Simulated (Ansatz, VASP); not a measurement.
Two plane-wave programs on GaSb

The input INCAR:

```
SYSTEM = GaSb
PREC = Accurate
ENCUT = 520
EDIFF = 1E-6
ISMEAR = 0
SIGMA = 0.1
LREAL = .FALSE.
LASPH = .TRUE.
NELM = 100
ALGO = Fast
ISIF = 2
LWAVE = .FALSE.
LCHARG = .TRUE.
GGA = PE
LELF = .TRUE.
LVHAR = .TRUE.
NBANDS = 16
```

The input KPOINTS:

```
Automatic mesh
0
G
  16 16 16
  0 0 0
```

Contents of POSCAR:

```
GaSb
1.0
   -2.9127201569      2.9127201569      1.5395657700
    2.9127201569     -2.9127201569      1.5395657700
    2.9127201569      2.9127201569     -1.5395657700
Ga Sb
1 1
Direct
    0.2500000000      0.7500000000      0.5000000000
    0.0000000000      0.0000000000      0.0000000000
```

Input for Ansatz:

```yaml
crystal:
  lattice:
    - [-2.9127201569, 2.9127201569, 1.53956577]
    - [2.9127201569, -2.9127201569, 1.53956577]
    - [2.9127201569, 2.9127201569, -1.53956577]
  atoms:
    - { symbol: Ga, position: [0.25, 0.75, 0.5] }
    - { symbol: Sb, position: [0.0, 0.0, 0.0] }
basis:
  ecutwfc: 420
kpoints:
  mp_grid: { grid: [16, 16, 16] }
hamiltonian:
  xc: pbe
scf:
  occupations: { method: gaussian, width: 0.1 }
output:
  forces: true
  stress: true
  eigenvalues: true
```

Alike in both runs: task single point; functional PBE; k mesh 16 × 16 × 16; occupations gaussian, width 0.1 eV; no spin polarisation.

|  | VASP | Ansatz |
| --- | --- | --- |
| version | VASP 6.6.1 | Ansatz 0.2.0 |
| potentials or method | VASP PAW PBE potentials, release 64 (Ga_d, Sb) | scalar-relativistic, plane waves, PAW |
| plane-wave cutoff (eV) | 520 | 420 |
| valence electrons in the cell | 18 | 28 |

|  | VASP | Ansatz | Ansatz less VASP |
| --- | --- | --- | --- |
| gap on the k mesh at the Fermi level (eV) | none | none | - |
| pressure (GPa) | -3.2 | -3.2 | -0.02 |
| largest component of the traceless stress (GPa) | 2.26 | 2.28 | +0.018 |

A gap of «none» marks a metal or a gap that the smearing closes. The functional is the same, so the differences come from potentials, cutoffs and numerics. The two sets of potentials don't hold the same shells in valence.

Spin-orbit coupling is left out, which matters for the levels of Sb.
